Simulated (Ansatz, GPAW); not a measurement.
This is a calculation of Cu (Copper) for GPAW 26.7.0 (ASE script). 

The input run.py:

```python
from ase import Atoms
from ase.dft.bandgap import bandgap
from ase.io import write
from ase.units import GPa
from gpaw import GPAW, PW

atoms = Atoms(['Cu'],
              cell=[[0.0, 1.8075, 1.8075],
                    [1.8075, 0.0, 1.8075],
                    [1.8075, 1.8075, 0.0]],
              scaled_positions=[[0.0, 0.0, 0.0]],
              pbc=True)

calc = GPAW(mode=PW(600),
            xc='PBE',
            kpts={'size': (13, 13, 13), 'gamma': True},
            occupations={'name': 'fermi-dirac', 'width': 0.05},
            nbands=14,
            convergence={'density': 1e-05, 'energy': 1e-05},
            maxiter=150,
            txt='gpaw.txt')
atoms.calc = calc
energy = atoms.get_potential_energy()
forces = atoms.get_forces()
stress = atoms.get_stress()
calc.write('gs.gpw')
write('result.traj', atoms)
print(f'Energy: {energy:.6f} eV')
print('Forces (eV/A):')
print(forces.round(4))
print('Stress (GPa):', (stress / GPa).round(3))
print('Fermi level:', round(calc.get_fermi_level(), 4), 'eV')
print(f'Gap: {bandgap(calc)[0]:.4f} eV, direct: {bandgap(calc, direct=True)[0]:.4f} eV')
```

Potentials or basis: GPAW PAW data sets (gpaw-data 1.2.1), pw.

Launch:

```sh
$ OMP_NUM_THREADS=1 python run.py
```

Problem. Translate it to Ansatz 0.2.0. Potentials or basis there: all-electron LAPW, scalar-relativistic.

Solution. As run (cutoffs and basis follow the program's own potentials, and thresholds, step limits or extra output files can differ):

input.yaml

```yaml
crystal:
  lattice:
    - [0.0, 1.8075, 1.8075]
    - [1.8075, 0.0, 1.8075]
    - [1.8075, 1.8075, 0.0]
  atoms:
    - { symbol: Cu, position: [0.0, 0.0, 0.0] }
kpoints:
  mp_grid: { grid: [13, 13, 13] }
scf:
  occupations: { method: fermi_dirac, width: 0.05 }
hamiltonian:
  xc: pbe
  pseudopotentials: { kind: all_electron, lapw: { basis_error: 0.001 } }
output:
  forces: true
  stress: true
  eigenvalues: true
  populations: true
```

Potentials or basis: all-electron LAPW, scalar-relativistic.

Command:

```bash
$ ansatz run input.yaml --threads 1 --pin off --max-ram 2560MiB --backend cpu --events-out ev --progress --plain --runs-dir out
```

Both were run:

|  | GPAW | Ansatz |
| --- | --- | --- |
| Pressure | 3.1 GPa | 1.6 GPa |

Where Ansatz's input types no cutoff or centring, it takes its own default and a Γ-centred mesh.

The two runs disagree by more than potentials and bases usually give (in gap, levels, pressure or energy); the cause wasn't traced.

Pressure is positive in compression.
